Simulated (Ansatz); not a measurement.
**PbS (rocksalt): equation of state and elastic constants**

An exercise on one series of results from a longer session: the logs are not shown, and one member is left open.

Computed with Ansatz 0.2.0 (DFT PBE, scalar-relativistic, plane waves, PAW, unless a step's input says otherwise).

2 further runs of the same task are left out: 1 that didn't finish, 1 set aside as unsound or not needed.

## The system as given

Symmetry: Fm-3m, No. 225, cubic system. The conventional cell has a = 6.009 Å, b = 6.009 Å, c = 6.009 Å, α = 90.00°, β = 90.00°, γ = 90.00°. Around Pb (site symmetry m-3m) lie 6 S at 3.00 Å. S (site symmetry m-3m) is surrounded by 6 Pb at 3.00 Å.

As a file:

```
CELL_PARAMETERS angstrom
0.00000 3.00453 3.00453
3.00453 0.00000 3.00453
3.00453 3.00453 0.00000
ATOMIC_POSITIONS crystal
Pb 0.50000 0.50000 0.50000
S 0.00000 0.00000 0.00000
```

An earlier run at PBE left this cell at 27.123 Å³/atom and 0.00 GPa (10×10×10 mesh).

Volume factors to run: 0.980, 1.020, 0.960, 1.040, 1.070, 1.100, 0.945.

The first run:

input.yaml reads:

```yaml
crystal:
  lattice:
    - [0.0, 2.9843665134, 2.9843665134]
    - [2.9843665134, 0.0, 2.9843665134]
    - [2.9843665134, 2.9843665134, 0.0]
  atoms:
    - { symbol: Pb, position: [0.5, 0.5, 0.5] }
    - { symbol: S, position: [0.0, 0.0, 0.0] }
basis:
  ecutwfc: 420
  ecutrho_ratio: 4
kpoints:
  mp_grid: { grid: [10, 10, 10] }
hamiltonian:
  xc: pbe
scf:
  occupations: { method: gaussian, width: 0.05 }
output:
  forces: true
  stress: true
  eigenvalues: true
```

The run is started by

```sh
$ ansatz run input.yaml --threads 2 --pin off --max-ram 2662MiB --backend cpu --events-out ev --progress --plain --runs-dir out
```

Among the steps run: At 0.980 of the relaxed volume; Volume × 1.020; Scaling the volume by 0.960; Volume × 1.040; Volume × 1.070; At 1.100 of the relaxed volume; Scaling the volume by 0.945.

One of the session's tables, all rows but one given; the rest of the session is left out.

It belongs to the step «The fit». 

```
volume (Å³/atom)  energy (meV/atom)  pressure (GPa)  gap (eV)
          25.631              14.92            3.37      0.29
          26.038               7.67            2.35      0.35
          26.580                  ?               ?         ?
          27.123               0.00            0.00      0.49
          27.665               1.73           -1.01      0.56
          28.207               6.69           -1.91      0.61
          29.021              19.44           -3.09      0.69
          29.835              37.73           -4.09      0.76
```

**Question.** Estimate the row for volume (Å³/atom) = 26.580.

Worked estimate for «energy (meV/atom)». A straight line through the neighbours (26.038, 7.67) and (27.123, 0.00) gives 7.67 + (0.00 − 7.67) × (26.580 − 26.038) / (27.123 − 26.038) = 3.84; a parabola fitted to 4 rows on both sides gives 1.89.

**Answer.** energy (meV/atom): 1.84; pressure (GPa): 1.11; gap (eV): 0.42. In «energy (meV/atom)» the line misses by +2.00 and the parabola by +0.05.
